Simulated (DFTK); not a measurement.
# ZrN under changes of volume

One of the cells (12.167 Å³/atom); the others are scaled copies at fixed shape and fractional positions:

```
CELL_PARAMETERS angstrom
0.00000 2.30000 2.30000
2.30000 0.00000 2.30000
2.30000 2.30000 0.00000
ATOMIC_POSITIONS crystal
Zr 0.50000 0.50000 0.50000
N 0.00000 0.00000 0.00000
```

- Program: DFTK 0.8.2
- Functional: PBE
- Potentials or basis: dojo.nc.sr.pbe.v0_4_1.standard.upf (PBE)
- Cutoff: 1143 eV
- k mesh: 10 × 10 × 10
- Occupations: fermi-dirac, width 0.05 eV
- Spin: no spin polarisation

| volume (Å³/atom) | energy over the lowest point (meV/atom) | pressure (GPa) |
| --- | --- | --- |
| 11.437 | ? | ? |
| 11.680 | 14.08 | 10.3 |
| 11.924 | 2.88 | 4.5 |
| 12.167 | 0.00 | -0.6 |
| 12.410 | 4.59 | -5.3 |
| 12.654 | 15.90 | -9.5 |
| 12.897 | 33.25 | -13.3 |

**Question.** What does the run at 11.437 Å³/atom give?

**Answer.** Energy over the lowest point 34.53 meV/atom; pressure 16.7 GPa.

Worked out: A Birch-Murnaghan fit of order 3 (a polynomial in V^(-2/3)) to the other rows has its minimum at 12.14 Å³/atom with B0 = V·E''(V) = 248 GPa and B' = 4.2. It gives 34.44 meV/atom at 11.437 Å³/atom, against the run's 34.53, and -dE/dV = 16.7 GPa, against 16.7.

Energies are extrapolated to zero smearing.
